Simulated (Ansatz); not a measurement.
# Mo: how the settings move a relaxation

Aim: see which settings change the result for Mo, by how much, and at what cost.

Method: reference: DFT, LDA, PAW with Ansatz's default frozen-core files, scalar-relativistic; relaxation of cell and atoms, in Ansatz 0.2.0.

1 further run of the same task is left out (set aside as unsound or not needed). Runs told in other sessions of the task aren't counted.

**1. Starting point**

Symmetry: Im-3m, No. 229, cubic system. Conventional cell: a = 3.147 Å, b = 3.147 Å, c = 3.147 Å, α = 90.00°, β = 90.00°, γ = 90.00°. Around Mo (site symmetry m-3m) lie 8 Mo at 2.73 Å.

As a file:

```cif
data_structure
_symmetry_space_group_name_H-M 'P 1'
_symmetry_Int_Tables_number 1
_cell_length_a 2.7252
_cell_length_b 2.7252
_cell_length_c 2.7252
_cell_angle_alpha 109.471
_cell_angle_beta 109.471
_cell_angle_gamma 109.471
_cell_volume 15.58
loop_
_atom_site_label
_atom_site_type_symbol
_atom_site_fract_x
_atom_site_fract_y
_atom_site_fract_z
_atom_site_occupancy
Mo1 Mo 0.00000 0.00000 0.00000 1
```

**2. Baseline**

input.yaml reads:

```yaml
crystal:
  lattice:
    - [-1.573415, 1.573415, 1.573415]
    - [1.573415, -1.573415, 1.573415]
    - [1.573415, 1.573415, -1.573415]
  atoms:
    - { symbol: Mo, position: [0.0, 0.0, 0.0] }
kpoints:
  mp_grid: { grid: [24, 24, 24] }
scf:
  occupations: { method: fermi_dirac, width: 0.08 }
hamiltonian:
  xc: lda
  pseudopotentials: { kind: paw }
relax:
  f_tol: 0.002
  max_steps: 80
  cell: {}
output:
  forces: true
  stress: true
```

Launch:

```bash
$ ansatz run input.yaml --threads 1 --pin off --max-ram 2560MiB --backend cpu --events-out ev --progress --plain --runs-dir out
```

**3. Changed: mp_grid.grid [19, 19, 19], ecutwfc 33.1 Ry**

Edit input.yaml of step 2 so:

```diff
@@ -8,3 +8,3 @@
 kpoints:
-  mp_grid: { grid: [24, 24, 24] }
+  mp_grid: { grid: [19, 19, 19] }
 scf:
@@ -21 +21,3 @@
   stress: true
+basis:
+  ecutwfc: "33.1 Ry"
```

Before running it: what results should come out? Wanted: for each run, ending; energy change; pressure; gap; force.

As calculated:

| run | ending | energy change | pressure (GPa) | gap (eV) | force (eV/Å) | cycles | time |
| --- | --- | --- | --- | --- | --- | --- | --- |
| reference | converged | 0 | 0.0 | 0.00 | 0.00 | 24 | 15 s |
| 1: mp_grid.grid [19, 19, 19], ecutwfc 33.1 Ry | converged | -0.6 meV/atom | 0.0 | 0.00 | 0.00 | 24 | 8.8 s |

Changing the k-point mesh and cutoff moves the energy by -0.6 meV/atom. More than one kind of setting changed, and this run alone doesn't tell their shares apart. Cost: 8.8 s against 15 s.
